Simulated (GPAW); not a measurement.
# MoS2 (P6_3/mmc) in GPAW: further runs

Runs on MoS2. Level: LDA. Tasks: dielectric tensor, optical spectrum.

Everything below comes from runs of GPAW 26.7.0. Logs are shortened: lines on timing, memory, paths and dates and some standing lists are left out, and cuts for length are marked. The log counts tension as positive stress, the text compression.

**Measured values to compare with.**

“Multiwavelength excitation Raman Scattering Analysis of bulk and 2 dimensional MoS2: Vibrational properties of atomically thin MoS2 layers”, 2015, arxiv:1506.03228 reports, for a bulk crystal of MoS2 at 300 K: band gap 1.3 eV (indirect).

How close the calculation comes is told below.

## 1. The structure

Symmetry: P6_3/mmc, No. 194, hexagonal system. The conventional cell has a = 3.169 Å, b = 3.169 Å, c = 12.324 Å, α = 90.00°, β = 90.00°, γ = 120.00°. Mo (site symmetry -6m2) has 6 S at 2.41 Å as nearest neighbours. Around S (site symmetry 3m) lie 3 Mo at 2.41 Å.

## 2. Dielectric tensor, LDA

run.py

```python
import numpy as np
from ase import Atoms
from ase.dft.bandgap import bandgap
from ase.io import write
from gpaw import GPAW, PW
from gpaw.response.df import DielectricFunction

atoms = Atoms(['Mo', 'Mo', 'S', 'S', 'S', 'S'],
              cell=[[3.169, 0.0, 0.0],
                    [-1.5845, 2.7444345046, 0.0],
                    [0.0, 0.0, 12.324]],
              scaled_positions=[[0.6666666667, 0.3333333333, 0.75],
                                [0.3333333333, 0.6666666667, 0.25],
                                [0.6666666667, 0.3333333333, 0.377],
                                [0.3333333333, 0.6666666667, 0.877],
                                [0.6666666667, 0.3333333333, 0.123],
                                [0.3333333333, 0.6666666667, 0.623]],
              pbc=True)

calc = GPAW(mode=PW(450),
            xc='LDA',
            kpts={'size': (8, 8, 2), 'gamma': True},
            occupations={'name': 'fermi-dirac', 'width': 0.001},
            nbands=46,
            convergence={'density': 1e-06},
            maxiter=150,
            txt='gpaw.txt')
atoms.calc = calc
energy = atoms.get_potential_energy()
calc.write('gs.gpw')
write('result.traj', atoms)
print(f'Energy: {energy:.6f} eV')
print('Fermi level:', round(calc.get_fermi_level(), 4), 'eV')
print(f'Gap: {bandgap(calc)[0]:.4f} eV, direct: {bandgap(calc, direct=True)[0]:.4f} eV')

for size in [(12, 12, 3), (17, 17, 4)]:
    name = 'x'.join(str(n) for n in size)
    dense = calc.fixed_density(kpts={'size': size, 'gamma': True},
                               nbands=80, convergence={'bands': 74, 'eigenstates': 1e-7},
                               update_fermi_level=True, txt=f'dense-{name}.txt')
    dense.write(f'{name}.gpw', mode='all')
    df = DielectricFunction(f'{name}.gpw', frequencies=np.array([0.0]), hilbert=False, eta=0.001,
                            ecut=80, nbands=74, intraband=False, txt=f'df-{name}.txt')
    for xc in ['RPA', 'LR0.1', 'ALDA_X']:
        for direction in ['x', 'y', 'z', [0, 1, 1], [1, 0, 1], [1, 1, 0]]:
            e0, e = df.get_macroscopic_dielectric_constant(xc=xc, direction=direction)
            print(f'{name} {xc} {direction}: {e0:.4f} without, {e:.4f} with local fields')
```

Potentials or basis: the program's PAW data sets (release 1.2.1) made for this functional, pw.

Started as:

```console
OMP_NUM_THREADS=1 python run.py
```

gpaw.txt:

```text
__  _  _
 | _ |_)|_||  |
 |__||  | ||/\| - 26.7.0

Input parameters:
  mode=PW(ecut=450.00000000000006),
  convergence={'density': 1e-06},
  kpts=MonkhorstPack(size=(8, 8, 2), gamma=True),
  maxiter=150,
  nbands=46,
  occupations=Occupations(name='fermi-dirac', width=0.001),
  xc=XC(name='LDA')

Diagonalizing LCAO Hamiltonian
Converting LCAO to pw mode

        S

           Mo
        S

           S
        Mo

           S

Atoms  # Å, Bohr magnetons
|   | symbol |         x |        y |         z |    initial magnetic moments |
|---|--------|-----------|----------|-----------|-----------------------------|
| 0 |     Mo |  1.584500 | 0.914812 |  9.243000 | ( 0.0000,  0.0000,  0.0000) |
| 1 |     Mo | -0.000000 | 1.829623 |  3.081000 | ( 0.0000,  0.0000,  0.0000) |
| 2 |      S |  1.584500 | 0.914812 |  4.646148 | ( 0.0000,  0.0000,  0.0000) |
| 3 |      S | -0.000000 | 1.829623 | 10.808148 | ( 0.0000,  0.0000,  0.0000) |
| 4 |      S |  1.584500 | 0.914812 |  1.515852 | ( 0.0000,  0.0000,  0.0000) |
| 5 |      S | -0.000000 | 1.829623 |  7.677852 | ( 0.0000,  0.0000,  0.0000) |

Unit cell  # Å
| periodic |         x |        y |         z |   lengths |     angles |
|----------|-----------|----------|-----------|-----------|------------|
|      yes |  3.169000 | 0.000000 |  0.000000 |  3.169000 |  90.000000 |
|      yes | -1.584500 | 2.744435 |  0.000000 |  3.169000 |  90.000000 |
|      yes |  0.000000 | 0.000000 | 12.324000 | 12.324000 | 120.000000 |

Number of symmetries: 12
Symmetry operations  # r_c * U_cc + t_c -> r_c
|    | kind |            matrix            |
|----|------|------------------------------|
|  0 |  σ   |  1, 1, 0,  0,-1, 0,  0, 0, 1 |
|  1 |  S6  |  1, 1, 0, -1, 0, 0,  0, 0,-1 |
|  2 |  E   |  1, 0, 0,  0, 1, 0,  0, 0, 1 |
|  3 |  C2  |  1, 0, 0, -1,-1, 0,  0, 0,-1 |
|  4 |  C2  |  0, 1, 0,  1, 0, 0,  0, 0,-1 |
|  5 |  C3  |  0, 1, 0, -1,-1, 0,  0, 0, 1 |
|  6 |  S6  |  0,-1, 0,  1, 1, 0,  0, 0,-1 |
|  7 |  σ   |  0,-1, 0, -1, 0, 0,  0, 0, 1 |
|  8 |  σ   | -1, 0, 0,  1, 1, 0,  0, 0, 1 |
|  9 |  i   | -1, 0, 0,  0,-1, 0,  0, 0,-1 |
| 10 |  C3  | -1,-1, 0,  1, 0, 0,  0, 0, 1 |
| 11 |  C2  | -1,-1, 0,  0, 1, 0,  0, 0,-1 |

BZ-sampling:
  Number of BZ points: 128
  Number of IBZ points: 20

  Monkhorst-Pack size: [8, 8, 2]
  Monkhorst-Pack shift: [0.0625, 0.0625, 0.25]

K-points  # in reciprocal-cell coordinates
|     |                                coordinates |     weight |
|-----|--------------------------------------------|------------|
|   0 | (  0.00000000,   0.00000000,   0.00000000) | 0.00781250 |
|   1 | (  0.00000000,   0.00000000,   0.50000000) | 0.00781250 |
|   2 | (  0.12500000,   0.00000000,   0.00000000) | 0.04687500 |
|   3 | (  0.12500000,   0.00000000,   0.50000000) | 0.04687500 |
|   4 | (  0.25000000,  -0.12500000,   0.00000000) | 0.04687500 |
|   5 | (  0.25000000,  -0.12500000,   0.50000000) | 0.04687500 |
|   6 | (  0.25000000,   0.00000000,   0.00000000) | 0.04687500 |
|   7 | (  0.25000000,   0.00000000,   0.50000000) | 0.04687500 |
|   8 | (  0.37500000,  -0.12500000,   0.00000000) | 0.09375000 |
|   9 | (  0.37500000,  -0.12500000,   0.50000000) | 0.09375000 |
| ... |                                            |            |
|  19 | (  0.50000000,   0.50000000,   0.50000000) | 0.02343750 |

Plane wave coefficients: 2382
Cutoff: 450.00000000000006 eV

Spin-components: 1 (collinear spins)
Bands:           46
Projectors:      32
Spin-degeneracy: 2
Datatype:        complex128

Parallelization:
  kpt:    1
  domain: 1
  band:   1

Density:
  Valence electrons: 52.0
  Components: 1
  Grid points: [16 16 63]
  Charge: 0.0  # |e|

Potential:
  Grid points: [16 16 63]

species:
  Mo:
    name:    Molybdenum
    Z:       42.0
    valence: 14
    core:    28
    charge:  0.0  # [|e|]
    compensation charges:
      type: gauss
      rc: 0.38  # [Å]
      lmax: 2
    cutoffs:
      filter: 2.16  # [Å]
      core: 1.42  # [Å]
    projectors
    | kind |    occ | energy [eV] | rcut [Å] |
    |------|--------|-------------|----------|
    |   4s |  2.000 |     -64.384 |    1.238 |
    |   5s |  1.000 |      -4.319 |    1.238 |
    |   4p |  6.000 |     -38.595 |    1.296 |
    |   5p |  0.000 |      -1.161 |    1.296 |
    |   4d |  5.000 |      -3.933 |    1.296 |
    |    d |        |      23.278 |    1.296 |

    Using partial waves for Mo as LCAO basis

  S:
    name:    Sulfur
    Z:       16.0
    valence: 6
    core:    10
    charge:  0.0  # [|e|]
    compensation charges:
      type: gauss
      rc: 0.24  # [Å]
      lmax: 2
    cutoffs:
      filter: 1.77  # [Å]
      core: 1.66  # [Å]
    projectors
    | kind |    occ | energy [eV] | rcut [Å] |
    |------|--------|-------------|----------|
    |   3s |  2.000 |     -17.278 |    0.974 |
    |   3p |  4.000 |      -7.106 |    0.979 |
    |    s |        |       9.933 |    0.974 |
    |    p |        |      20.105 |    0.979 |
    |    d |        |       0.000 |    0.900 |

    Using partial waves for S as LCAO basis

Reference energy: -263337.961849  # eV

eigensolver:
  PPCG
  Converge bands: occupied
  niter=2

density mixing:
  MSR1-Mixer
  Pratt-step length: 0.05
  Maximum mixing coefficient: 0.75
  Old densities: 10
  SVD Regularization: 0.005
  Good broyden scale: 1.0
  Trust region scale: 1.0
  Backstep threshold: 4.0
  History deletion threshold: 6.0
  Fourier metric: weight=20.0, sigma=0.015

occupation numbers:
  Fermi-Dirac:
    width: 0.0010  # eV

poisson solver:
  ecut: 3600.0000000000005  # eV

xc functional:
  name: None

convergence criteria:
- Maximum integral of absolute [dens]ity change: 1e-06 electrons / valence electron
- Maximum [total energy] change in last 3 cyles: 0.0005 eV / valence electron
- Maximum integral of absolute [eigenst]ate change: 4e-08 eV^2 / valence electron
maximum number of iterations: 150

SCF iterations
|iter     | |      energy | eigst |  dens |
|---------|-|-------------|-------|-------|
|iter:   1| |  -52.614216 | +0.49 |       |
|iter:   2| |  -51.816619 | -1.18 | -0.99 |
|iter:   3| |  -49.802272 | -1.16 | -1.07 |
|iter:   4| |  -49.632328 | -1.96 | -1.46 |
|iter:   5| |  -49.616259 | -2.60 | -1.79 |
|iter:   6| |  -49.621365c| -3.14 | -2.07 |
|iter:   7| |  -49.604632c| -3.74 | -2.29 |
|iter:   8| |  -49.604546c| -5.26 | -3.02 |
|iter:   9| |  -49.604548c| -6.12 | -3.45 |
|iter:  10| |  -49.604548c| -7.59c| -4.40 |
|iter:  11| |  -49.604548c| -7.99c| -4.93 |
|iter:  12| |  -49.604548c| -8.62c| -5.56 |
|iter:  13| |  -49.604548c| -9.12c| -6.21c|

Converged in 13 steps
Energy contributions relative to reference atoms: (reference = -263337.961849)

Energy contributions:
  Kinetic:          -7.855357
  Coulomb:          -4.890405
  Zero:             -0.333163
  External:          0.000000
  Xc:              -36.525623
  Entropy:          -0.000000
  Spinorbit:         0.000000
  ----------------------------
  Free energy:     -49.604548
  Extrapolated:    -49.604548

dipole moment: (0.000001, 0.000002, 0.000007)  # |e|*Ang

Fermi level: 8.773
Eigenvalues  # (at kpt = [0.000, 0.000, 0.000])
| band index |      eig [eV] | occ [0-2] |
|------------|---------------|-----------|
|          0 |       -53.474 |     2.000 |
|        ... |               |           |
|         18 |         4.693 |     2.000 |
|         19 |         5.777 |     2.000 |
|         20 |         5.777 |     2.000 |
|         21 |         5.824 |     2.000 |
|         22 |         5.824 |     2.000 |
|         23 |         6.750 |     2.000 |
[... 8 lines left out ...]
|         32 |        10.375 |     0.000 |
|         33 |        10.375 |     0.000 |
|        ... |               |           |
|         45 |        20.290 |     0.000 |

Gap: 0.903 eV
Transition (v -> c):
  (s=0, k=0, n=25, [0.00, 0.00, 0.00]) -> (s=0, k=8, n=26, [0.38, -0.12, 0.00])
Direct/indirect transitions are different
Direct gap: 1.911 eV
Transition at: (s=0, k=12, n=25, [0.38, 0.38, 0.00])
# Writing to gs.gpw (mode='')
```

Run time: 19 min. Hardware: 1 thread of Arm Neoverse V2, shared host; peak memory 2.3 GiB.

What came out:

| Item | Value |
| --- | --- |
| Free energy | -49.6045 eV |
| Band gap on the k mesh | 0.90 eV, indirect (least direct gap 1.91 eV) |
| Electronic dielectric tensor (diagonal) | 13.84, 13.84, 6.23 |

Electronic dielectric tensor:
```
13.84  0.00  0.00
 0.00 13.84  0.00
 0.00  0.00  6.23
```

Caveat: the long-wavelength limit can be off by several per cent where d states take part; an odd mesh through Γ misses points on the zone boundary, where band edges often lie.

(Continued in part 2 of 2.)
